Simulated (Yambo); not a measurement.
Input of a Yambo 5.3.0 run:

gw1.in

```
gw0
dyson
el_el_corr
rim_cut
HF_and_locXC
ppa
em1d
RandQpts= 1000000
RandGvec= 50 RL
EXXRLvcs= 84 Ry
VXCRLvcs= 84 Ry
Chimod= "HARTREE"
% BndsRnXp
 1 | 158 |
%
NGsBlkXp= 6 Ry
% LongDrXp
 1 | 1 | 1 |
%
PPAPntXp= 27.21138 eV
% GbndRnge
 1 | 158 |
%
GTermKind= "BG"
DysSolver= "n"
ExtendOut
% QPkrange
 1 | 8 | 6 | 12 |
%
```

File scf.in:

```
&CONTROL
  calculation = 'scf'
  prefix = 'pwscf'
  outdir = './tmp'
  pseudo_dir = './pseudo'
/
&SYSTEM
  ibrav = 0
  nat = 2
  ntyp = 2
  ecutwfc = 84
  nbnd = 14
  occupations = 'smearing'
  smearing = 'fd'
  degauss = 0.00367493
  force_symmorphic = .true.
/
&ELECTRONS
  conv_thr = 4d-10
  electron_maxstep = 120
  mixing_beta = 0.5
/
ATOMIC_SPECIES
S     32.0600 S.upf
Mg    24.3050 Mg.upf
CELL_PARAMETERS angstrom
   0.0000000000    2.6016500000    2.6016500000
   2.6016500000    0.0000000000    2.6016500000
   2.6016500000    2.6016500000    0.0000000000
ATOMIC_POSITIONS crystal
S      0.5000000000    0.5000000000    0.5000000000
Mg     0.0000000000    0.0000000000    0.0000000000
K_POINTS automatic
10 10 10 0 0 0
```

Contents of nscf.in:

```
&CONTROL
  calculation = 'nscf'
  prefix = 'pwscf'
  outdir = './tmp'
  pseudo_dir = './pseudo'
/
&SYSTEM
  ibrav = 0
  nat = 2
  ntyp = 2
  ecutwfc = 84
  nbnd = 158
  occupations = 'fixed'
  force_symmorphic = .true.
/
&ELECTRONS
  conv_thr = 1d-08
  diago_full_acc = .true.
  diago_thr_init = 1d-06
/
ATOMIC_SPECIES
S     32.0600 S.upf
Mg    24.3050 Mg.upf
CELL_PARAMETERS angstrom
   0.0000000000    2.6016500000    2.6016500000
   2.6016500000    0.0000000000    2.6016500000
   2.6016500000    2.6016500000    0.0000000000
ATOMIC_POSITIONS crystal
S      0.5000000000    0.5000000000    0.5000000000
Mg     0.0000000000    0.0000000000    0.0000000000
K_POINTS automatic
4 4 4 0 0 0
```

The input gw1_1.in:

```
gw0
dyson
el_el_corr
rim_cut
HF_and_locXC
ppa
em1d
RandQpts= 1000000
RandGvec= 50 RL
EXXRLvcs= 84 Ry
VXCRLvcs= 84 Ry
Chimod= "HARTREE"
% BndsRnXp
 1 | 158 |
%
NGsBlkXp= 6 Ry
% LongDrXp
 1 | 1 | 1 |
%
PPAPntXp= 27.21138 eV
% GbndRnge
 1 | 158 |
%
GTermKind= "BG"
DysSolver= "n"
ExtendOut
% QPkrange
 1 | 8 | 6 | 12 |
%
GfnQPdb= "E < gw1/ndb.QP"
XfnQPdb= "E < gw1/ndb.QP"
```

The input gw1_2.in:

```
gw0
dyson
el_el_corr
rim_cut
HF_and_locXC
ppa
em1d
RandQpts= 1000000
RandGvec= 50 RL
EXXRLvcs= 84 Ry
VXCRLvcs= 84 Ry
Chimod= "HARTREE"
% BndsRnXp
 1 | 158 |
%
NGsBlkXp= 6 Ry
% LongDrXp
 1 | 1 | 1 |
%
PPAPntXp= 27.21138 eV
% GbndRnge
 1 | 158 |
%
GTermKind= "BG"
DysSolver= "n"
ExtendOut
% QPkrange
 1 | 8 | 6 | 12 |
%
GfnQPdb= "E < gw1_1/ndb.QP"
XfnQPdb= "E < gw1_1/ndb.QP"
```

gw1_3.in

```
gw0
dyson
el_el_corr
rim_cut
HF_and_locXC
ppa
em1d
RandQpts= 1000000
RandGvec= 50 RL
EXXRLvcs= 84 Ry
VXCRLvcs= 84 Ry
Chimod= "HARTREE"
% BndsRnXp
 1 | 158 |
%
NGsBlkXp= 6 Ry
% LongDrXp
 1 | 1 | 1 |
%
PPAPntXp= 27.21138 eV
% GbndRnge
 1 | 158 |
%
GTermKind= "BG"
DysSolver= "n"
ExtendOut
% QPkrange
 1 | 8 | 6 | 12 |
%
GfnQPdb= "E < gw1_2/ndb.QP"
XfnQPdb= "E < gw1_2/ndb.QP"
```

File gw1_4.in:

```
gw0
dyson
el_el_corr
rim_cut
HF_and_locXC
ppa
em1d
RandQpts= 1000000
RandGvec= 50 RL
EXXRLvcs= 84 Ry
VXCRLvcs= 84 Ry
Chimod= "HARTREE"
% BndsRnXp
 1 | 158 |
%
NGsBlkXp= 6 Ry
% LongDrXp
 1 | 1 | 1 |
%
PPAPntXp= 27.21138 eV
% GbndRnge
 1 | 158 |
%
GTermKind= "BG"
DysSolver= "n"
ExtendOut
% QPkrange
 1 | 8 | 6 | 12 |
%
GfnQPdb= "E < gw1_3/ndb.QP"
XfnQPdb= "E < gw1_3/ndb.QP"
```

Potentials or basis: PseudoDojo 0.4.1 SR PBE standard.

Launch:

```sh
$ OMP_NUM_THREADS=1 pw.x -in scf.in > scf.out
$ OMP_NUM_THREADS=1 pw.x -in nscf.in > nscf.out
$ cd tmp/pwscf.save; p2y; mv SAVE ../..; cd ../..
$ OMP_NUM_THREADS=1 yambo
$ mkdir -p gw1; ln -s $PWD/gw0/ndb.RIM gw1/
$ OMP_NUM_THREADS=1 yambo -F gw1.in -J gw1 -C gw1_out
$ mkdir -p gw1_1; ln -s $PWD/gw0/ndb.RIM gw1_1/
$ OMP_NUM_THREADS=1 yambo -F gw1_1.in -J gw1_1 -C gw1_1_out
$ # levels in gw1_1/ndb.QP reset to Eo + Z (Sx + Sc(Eo) - Vxc - shift), the shift holding the valence top or Fermi level at zero
$ mkdir -p gw1_2; ln -s $PWD/gw0/ndb.RIM gw1_2/
$ OMP_NUM_THREADS=1 yambo -F gw1_2.in -J gw1_2 -C gw1_2_out
$ # levels in gw1_2/ndb.QP reset to Eo + Z (Sx + Sc(Eo) - Vxc - shift), the shift holding the valence top or Fermi level at zero
$ mkdir -p gw1_3; ln -s $PWD/gw0/ndb.RIM gw1_3/
$ OMP_NUM_THREADS=1 yambo -F gw1_3.in -J gw1_3 -C gw1_3_out
$ # levels in gw1_3/ndb.QP reset to Eo + Z (Sx + Sc(Eo) - Vxc - shift), the shift holding the valence top or Fermi level at zero
$ mkdir -p gw1_4; ln -s $PWD/gw0/ndb.RIM gw1_4/
$ OMP_NUM_THREADS=1 yambo -F gw1_4.in -J gw1_4 -C gw1_4_out
$ # levels in gw1_4/ndb.QP reset to Eo + Z (Sx + Sc(Eo) - Vxc - shift), the shift holding the valence top or Fermi level at zero
```

(1) Predict the quasiparticle gap.

(2) Predict the least direct quasiparticle gap.

(3) What does it give for the band gap of the same states before the correction?

(4) What does it give for the quasiparticle gap at Γ?

(5) What does it give for the band gap on the k mesh, mean-field level?

Results:

(1) 4.99 eV.

(2) 6.01 eV.

(3) 2.79 eV.

(4) 6.01 eV.

(5) 2.79 eV, indirect (least direct gap 3.71 eV).

Caveat: the k mesh is coarse (spacing up to 0.52 Å⁻¹), so the values aren't converged; between passes the levels were reset to the linearisation about the Kohn-Sham level, since this version mixes two points of expansion; the levels printed in its table differ; this version prints the column dSc/dw multiplied by 27.2; the terminator is approximate in this version, by hundredths of an eV.
